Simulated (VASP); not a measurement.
GaP, 2 atoms in the cell. The structure is cubic, space group F-43m (No. 216). Conventional cell: a = 5.451 Å, b = 5.451 Å, c = 5.451 Å, α = 90.00°, β = 90.00°, γ = 90.00°. Ga (site symmetry -43m) is surrounded by 4 P at 2.36 Å. P (site symmetry -43m) has 4 Ga at 2.36 Å as nearest neighbours. 

```yaml
Program: VASP 6.6.1
Task: relaxation of cell and atoms
Functional: optB88-vdW
Potentials_or_basis: VASP PAW PBE potentials, release 64 (Ga_d, P)
Cutoff: 600 eV
k_mesh: 8 × 8 × 8
Occupations: fermi-dirac, width 0.05 eV
Spin: no spin polarisation
Further_INCAR_settings: ALGO = Fast; EDIFF = 1e-06; IBRION = 2; EDIFFG = -0.01; NSW = 60; ISIF = 3
```

Potentials or basis: VASP PAW PBE potentials, release 64 (Ga_d, P).

Launch:

```sh
$ cat potpaw_PBE.64/Ga_d/POTCAR potpaw_PBE.64/P/POTCAR > POTCAR
$ mpirun -np 1 vasp_std > vasp.out
```

Hardware: 1 thread of Intel(R) Xeon(R) Platinum 8259CL CPU @ 2.50GHz (Skylake/Cascade Lake) (shared host).

Task: How long does it take, and how much memory?

Result: Run time: 4.2 min on 1 thread of Intel(R) Xeon(R) Platinum 8259CL CPU @ 2.50GHz (Skylake/Cascade Lake), with other jobs on the host, peak memory 0.41 GiB. Counts: scf iterations 40, k points 29, ion steps 5.
